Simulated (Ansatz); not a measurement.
## AlGaN2 under changes of volume

One of the cells (10.910 Å³/atom); the others are scaled copies at fixed shape and fractional positions:

```xyz
4
Lattice="3.1409 0.0000 0.0000 0.0000 3.1409 0.0000 0.0000 0.0000 4.4238" Properties=species:S:1:pos:R:3 pbc="T T T"
Ga    0.0000    0.0000    0.0000
Al    1.5704    1.5704    2.2119
N     0.0000    1.5704    1.1579
N     1.5704    0.0000    3.2660
```

The cell comes from a database or a generator and needn't be the stable form of this composition.

* Program: Ansatz 0.2.0
* Functional: LDA
* Potentials or basis: Ansatz PAW
* Cutoff: 420 eV (not typed: the program's choice for these potentials)
* k mesh: 9 × 9 × 6
* Occupations: fermi-dirac, width 0.05 eV
* Spin: no spin polarisation

| volume (Å³/atom) | energy over the lowest point (meV/atom) | pressure (GPa) | gap on the mesh (eV) | largest force (eV/Å) |
| --- | --- | --- | --- | --- |
| 10.256 | 9.16 | 8.1 | 3.32 | 0.202 |
| 10.474 | 1.49 | 3.3 | 3.16 | 0.202 |
| 10.692 | 0.00 | -1.1 | 3.01 | 0.200 |
| 10.910 | ? | ? | ? | ? |
| 11.129 | 13.36 | -8.5 | 2.71 | 0.192 |
| 11.347 | 27.13 | -11.7 | 2.57 | 0.185 |
| 11.565 | 44.98 | -14.5 | 2.43 | 0.178 |

**Question.** What does the run at 10.910 Å³/atom give?

**Answer.** Energy over the lowest point 4.17 meV/atom; pressure -5.0 GPa; gap on the mesh 2.86 eV; largest force 0.197 eV/Å.

Worked out: A Birch-Murnaghan fit of order 3 (a polynomial in V^(-2/3)) to the other rows has its minimum at 10.64 Å³/atom with B0 = V·E''(V) = 206 GPa and B' = 4.1 at fixed shape and positions, which overstates the stiffness. It gives 4.13 meV/atom at 10.910 Å³/atom, against the run's 4.17, and -dE/dV = -5.0 GPa, against -5.0. A straight line through the other rows of the gap, of slope -7.4 eV per unit of ln V (its deformation potential), gives 2.86 eV, against the run's 2.86.

Energies are extrapolated to zero smearing.

Caveats: odd divisions of the mesh miss points on the zone boundary, where band edges often lie, so the gap on the mesh can be too wide; the PAW data sets come from PBE, with cores solved anew for the run's functional, which leaves a small shift of forces and pressure.

Spin-orbit coupling on Ga is left out.
